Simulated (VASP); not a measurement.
Here is a VASP 6.6.1 calculation.

Contents of INCAR:

```
PREC     = Accurate       # precision mode
ENCUT    = 520            # plane-wave cutoff, eV
EDIFF    = 1E-6           # SCF threshold, eV
ISMEAR   = 0              # smearing method
SIGMA    = 0.023          # smearing width, eV
LREAL    = False          # projectors in reciprocal space
LASPH    = True           # aspherical terms in the spheres
NELM     = 60             # most SCF steps
ALGO     = Normal         # electronic algorithm
ISIF     = 2              # what is computed and relaxed
LWAVE    = False          # write WAVECAR
LCHARG   = True           # write CHGCAR
GGA      = PE             # functional
LELF     = True           # ELF
LVHAR    = True         
NBANDS   = 18             # bands
```

Contents of KPOINTS:

```
Automatic mesh
0
Gamma
  9 9 5
```

POSCAR

```
PtS2
1.0
    3.5432000000      0.0000000000      0.0000000000
   -1.7716000000      3.0685012107      0.0000000000
    0.0000000000      0.0000000000      5.0388000000
Pt S
1 2
Direct
    0.0000000000      0.0000000000      0.0000000000
    0.6666666667      0.3333333333      0.7730000000
    0.3333333333      0.6666666667      0.2270000000
```

Potentials or basis: VASP PAW PBE potentials, release 64 (Pt, S).

Launch:

```bash
$ cat potpaw_PBE.64/Pt/POTCAR potpaw_PBE.64/S/POTCAR > POTCAR
$ mpirun -np 1 vasp_std > vasp.out
```

Question: Estimate the largest force.

Answer: 1.213 eV/Å.

Question: Estimate the band gap on the k mesh.

Answer: 1.03 eV, indirect (least direct gap 1.08 eV).

Question: What does it give for the pressure?

Answer: 11.1 GPa.

Stress tensor (GPa, compression positive):
```
11.57  0.00  0.00
 0.00 11.57  0.00
 0.00  0.00 10.08
```

Caveat: spin-orbit coupling is left out, which moves the levels of the heavy elements; an odd mesh through Γ misses points on the zone boundary, where band edges often lie; forces of over 1 eV/Å show positions far from the minimum, so gaps and moduli don't describe the material at rest. PBE gaps usually lie below the measured ones, often by a third to a half.
